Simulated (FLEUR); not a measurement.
Cr under changes of volume

One of the cells (14.066 Å³/atom); the others are scaled copies at fixed shape and fractional positions:

```xyz
2
Lattice="2.7140 0.0000 0.0000 -1.3570 2.3504 0.0000 0.0000 0.0000 4.4100" Properties=species:S:1:pos:R:3 pbc="T T T"
Cr    1.3570    0.7835    3.3075
Cr    0.0000    1.5669    1.1025
```

This isn't the form of Cr at room conditions, which is bcc.

```yaml
Program: FLEUR MaX-R8.1 (later development tree)
Functional: SCAN
Potentials_or_basis: all-electron
Basis: FLAPW
Kmax: 4.26 1/bohr
k_mesh: 11 × 11 × 6
Occupations: fermi-dirac, width 0.05 eV
Spin: collinear spin, ferromagnetic start
Starting_moments: "[3.0, 3.0] μB"
```

| volume (Å³/atom) | energy over the lowest point (meV/atom) | moment (μB per cell) |
| --- | --- | --- |
| 13.222 | 0.00 | 3.09 |
| 13.503 | ? | ? |
| 14.066 | 101.26 | 4.04 |
| 14.628 | 173.08 | 4.22 |
| 14.910 | 213.17 | 4.31 |

Task: What does the run at 13.503 Å³/atom give?

Result: Energy over the lowest point 32.83 meV/atom; moment 3.24 μB per cell.

Worked out: A Birch-Murnaghan fit of order 2 (a polynomial in V^(-2/3)) to the other rows has no minimum within the range. It gives 32.02 meV/atom at 13.503 Å³/atom, against the run's 32.83. A parabola through the other rows of the moment, of slope 1.22 μB per Å³/atom there, gives 3.47 μB, against the run's 3.24. The fit is too stiff a form for this range.

Energies are extrapolated to zero smearing.

Caveats: the meta-GGA is that of a development version, with a GGA for the radial functions and cores and without core tails.
